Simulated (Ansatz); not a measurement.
# Eigenvalues along a path: Ag (diamond type)

```
CELL_PARAMETERS angstrom
0.00000 2.62218 2.62218
2.62218 0.00000 2.62218
2.62218 2.62218 0.00000
ATOMIC_POSITIONS crystal
Ag 0.87500 0.87500 0.87500
Ag 0.12500 0.12500 0.12500
```

The cell comes from a relaxation on PAW files under the same functional, begun from a prototype that needn't be the stable phase.

Level of theory: DFT with PBE, scalar-relativistic, in Ansatz 0.2.0; a Γ-centred 12×12×12 k mesh, Fermi–Dirac smearing of 0.1 eV, no spin polarisation. LAPW: all electrons, basis error target 1 meV/atom.

This run: volume at 0.6 of the series' base cell.

Path points, in fractions of the reciprocal vectors: Γ (0.000, 0.000, 0.000), X (0.500, 0.000, 0.500), U (0.625, 0.250, 0.625), K (0.375, 0.375, 0.750), L (0.500, 0.500, 0.500), W (0.500, 0.250, 0.750). The distance column jumps between branches of the path. Levels in eV from the Fermi level; bands 25 to 38, counted from the lowest band of the run. The gap is zero, the pressure 64.5 GPa.

```
# k(1/Å) point b25 b26 b27 b28 b29 b30 b31 b32 b33 b34 b35 b36 b37 b38
0.000 Γ -7.50 -6.97 -6.97 -6.72 -6.72 -6.72 -4.19 -4.19 -4.19 -2.68 -2.68 12.28 12.28 12.28
0.150 - -7.40 -7.11 -6.93 -6.72 -6.72 -6.54 -4.32 -4.15 -4.15 -2.72 -2.63 10.94 10.94 11.36
0.300 - -7.31 -7.12 -6.82 -6.74 -6.74 -6.27 -4.67 -4.04 -4.04 -2.86 -2.54 9.43 9.43 10.53
0.449 - -7.47 -6.76 -6.76 -6.67 -6.64 -5.97 -5.13 -3.85 -3.85 -3.07 -2.44 8.00 8.00 9.66
0.599 - -7.58 -6.80 -6.80 -6.39 -6.09 -5.66 -5.63 -3.60 -3.60 -3.36 -2.33 6.70 6.70 7.66
0.749 - -7.62 -6.84 -6.84 -6.13 -6.09 -5.46 -5.36 -3.71 -3.29 -3.29 -2.14 5.56 5.56 5.62
0.899 - -7.59 -6.88 -6.88 -6.58 -5.73 -5.07 -4.94 -4.09 -2.99 -2.99 -1.70 3.69 4.65 4.65
1.048 - -7.47 -6.96 -6.90 -6.90 -5.34 -4.84 -4.69 -4.51 -2.75 -2.75 -0.85 1.93 4.05 4.05
1.198 X -7.26 -7.26 -6.91 -6.91 -4.93 -4.93 -4.68 -4.68 -2.66 -2.66 0.39 0.39 3.84 3.84
1.251 - -7.29 -7.25 -6.92 -6.87 -4.93 -4.93 -4.70 -4.68 -2.65 -2.64 0.40 0.40 3.75 3.86
1.304 - -7.35 -7.24 -6.92 -6.78 -4.95 -4.93 -4.74 -4.68 -2.65 -2.61 0.40 0.43 3.51 3.93
1.357 - -7.42 -7.22 -6.94 -6.66 -4.97 -4.93 -4.81 -4.68 -2.64 -2.56 0.42 0.48 3.15 4.03
1.410 - -7.49 -7.20 -6.95 -6.53 -5.01 -4.93 -4.91 -4.67 -2.62 -2.50 0.45 0.55 2.72 4.18
1.463 - -7.55 -7.16 -6.97 -6.40 -5.05 -5.01 -4.93 -4.66 -2.61 -2.44 0.50 0.62 2.26 4.37
1.516 - -7.59 -7.13 -7.00 -6.26 -5.13 -5.09 -4.94 -4.64 -2.59 -2.39 0.58 0.68 1.81 4.59
1.569 - -7.62 -7.08 -7.03 -6.14 -5.26 -5.14 -4.93 -4.62 -2.57 -2.36 0.64 0.68 1.48 4.85
1.622 U -7.64 -7.06 -7.03 -6.02 -5.39 -5.19 -4.93 -4.58 -2.54 -2.34 0.36 0.82 1.41 5.13
2.355 K -7.64 -7.06 -7.03 -6.02 -5.39 -5.19 -4.93 -4.58 -2.54 -2.34 0.36 0.82 1.41 5.13
2.514 - -7.62 -7.18 -6.87 -5.79 -5.75 -5.35 -4.91 -4.41 -2.48 -2.45 -1.02 1.46 1.97 6.15
2.673 - -7.49 -7.29 -6.72 -6.16 -5.65 -5.52 -4.86 -4.17 -2.73 -2.44 -2.31 2.45 2.88 7.36
2.832 - -7.36 -7.30 -6.64 -6.43 -5.71 -5.69 -4.76 -4.12 -3.11 -3.10 -2.42 3.71 4.04 8.68
2.991 - -7.39 -7.10 -6.79 -6.45 -6.00 -5.88 -4.64 -4.44 -3.48 -3.12 -2.44 5.19 5.43 10.06
3.150 - -7.35 -6.98 -6.94 -6.47 -6.46 -6.10 -4.54 -4.49 -3.79 -2.94 -2.50 6.85 7.01 11.29
3.308 - -7.24 -7.12 -7.00 -6.72 -6.54 -6.33 -4.42 -4.35 -4.02 -2.79 -2.58 8.63 8.75 11.88
3.467 - -7.39 -7.09 -6.99 -6.72 -6.65 -6.57 -4.26 -4.23 -4.15 -2.70 -2.65 10.50 10.62 12.30
3.626 Γ -7.50 -6.97 -6.97 -6.72 -6.72 -6.72 -4.19 -4.19 -4.19 -2.68 -2.68 12.28 12.28 12.28
3.756 - -7.43 -7.03 -7.03 -6.72 -6.64 -6.64 -4.22 -4.20 -4.20 -2.67 -2.67 10.56 11.72 11.72
3.886 - -7.23 -7.11 -7.11 -6.70 -6.50 -6.50 -4.29 -4.22 -4.22 -2.67 -2.67 8.66 11.03 11.03
4.015 - -7.16 -7.16 -7.00 -6.60 -6.39 -6.39 -4.37 -4.23 -4.23 -2.68 -2.68 6.80 10.38 10.38
4.145 - -7.17 -7.17 -6.89 -6.33 -6.33 -6.31 -4.38 -4.19 -4.19 -2.70 -2.70 5.00 9.80 9.80
4.275 - -7.14 -7.14 -6.86 -6.35 -6.35 -6.02 -4.15 -4.10 -4.10 -2.74 -2.74 3.30 9.31 9.31
4.404 - -7.07 -7.07 -6.84 -6.44 -6.44 -5.91 -3.97 -3.97 -3.56 -2.80 -2.80 1.72 8.94 8.94
4.534 - -6.97 -6.97 -6.83 -6.55 -6.55 -5.91 -3.85 -3.85 -2.86 -2.86 -2.73 0.35 8.71 8.71
4.664 L -6.92 -6.92 -6.82 -6.62 -6.62 -5.92 -3.81 -3.81 -2.89 -2.89 -2.16 -0.40 8.63 8.63
4.770 - -7.06 -6.97 -6.74 -6.57 -6.52 -5.89 -3.87 -3.85 -2.86 -2.86 -2.06 -0.40 8.22 8.41
4.875 - -7.23 -7.07 -6.70 -6.46 -6.30 -5.83 -4.04 -3.97 -2.80 -2.79 -1.80 -0.40 7.29 7.74
4.981 - -7.37 -7.18 -6.66 -6.33 -6.05 -5.76 -4.25 -4.13 -2.72 -2.70 -1.41 -0.37 6.18 6.83
5.087 - -7.48 -7.29 -6.60 -6.18 -5.79 -5.73 -4.47 -4.28 -2.62 -2.59 -0.92 -0.31 5.04 5.83
5.193 - -7.55 -7.39 -6.53 -6.02 -5.75 -5.55 -4.69 -4.42 -2.53 -2.48 -0.34 -0.16 3.95 4.83
5.299 - -7.59 -7.47 -6.43 -5.92 -5.76 -5.33 -4.90 -4.55 -2.44 -2.39 0.10 0.31 2.96 3.85
5.405 - -7.59 -7.53 -6.31 -6.02 -5.60 -5.25 -4.97 -4.68 -2.38 -2.34 0.51 0.95 2.16 2.94
5.511 W -7.57 -7.57 -6.17 -6.17 -5.41 -5.41 -4.83 -4.83 -2.34 -2.34 1.01 1.01 2.16 2.16
5.586 - -7.57 -7.57 -6.20 -6.20 -5.37 -5.37 -4.83 -4.83 -2.35 -2.35 0.96 0.96 2.24 2.24
5.661 - -7.55 -7.55 -6.29 -6.29 -5.29 -5.29 -4.83 -4.83 -2.38 -2.38 0.85 0.85 2.45 2.45
5.735 - -7.51 -7.51 -6.41 -6.41 -5.18 -5.18 -4.82 -4.82 -2.43 -2.43 0.72 0.72 2.73 2.73
5.810 - -7.46 -7.46 -6.54 -6.54 -5.08 -5.08 -4.80 -4.80 -2.49 -2.49 0.60 0.60 3.03 3.03
5.885 - -7.41 -7.41 -6.67 -6.67 -5.00 -5.00 -4.77 -4.77 -2.55 -2.55 0.51 0.51 3.33 3.33
5.960 - -7.34 -7.34 -6.78 -6.78 -4.96 -4.96 -4.73 -4.73 -2.60 -2.60 0.44 0.44 3.59 3.59
6.035 - -7.28 -7.28 -6.87 -6.87 -4.93 -4.93 -4.70 -4.70 -2.64 -2.64 0.41 0.41 3.77 3.77
6.110 X -7.26 -7.26 -6.91 -6.91 -4.93 -4.93 -4.68 -4.68 -2.66 -2.66 0.39 0.39 3.84 3.84
```
